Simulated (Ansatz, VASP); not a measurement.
# One calculation of CoSi, two programs

```
Co Si
1.0
     2.73604    0.00000    0.00000
    -1.36802    2.36948    0.00000
     0.00000    0.00000    3.48903
Co Si
1 1
Direct
  0.00000 0.00000 0.00000
  0.33333 0.66667 0.50000
```

Alike in both runs: functional PBE; k mesh 15 × 15 × 13; occupations fermi-dirac, width 0.05 eV; no spin polarisation.

Ansatz relaxed the structure, and its values are those at the end. VASP's run is a single point on that final structure, the one shown.

```csv
,VASP,Ansatz
version,VASP 6.6.1,Ansatz 0.2.0
potentials or method,"VASP PAW PBE potentials, release 64 (Co, Si), cutoff 520 eV","all-electron LAPW, scalar-relativistic"
```

|  | VASP | Ansatz | Ansatz less VASP |
| --- | --- | --- | --- |
| pressure (GPa) | -0.1 | 0.0 | +0.05 |

Ansatz ran all-electron here, so the differences hold the error of VASP's frozen core and of both bases.

Spin polarisation is off, so any magnetic state and its effect on volume and gap are missing.
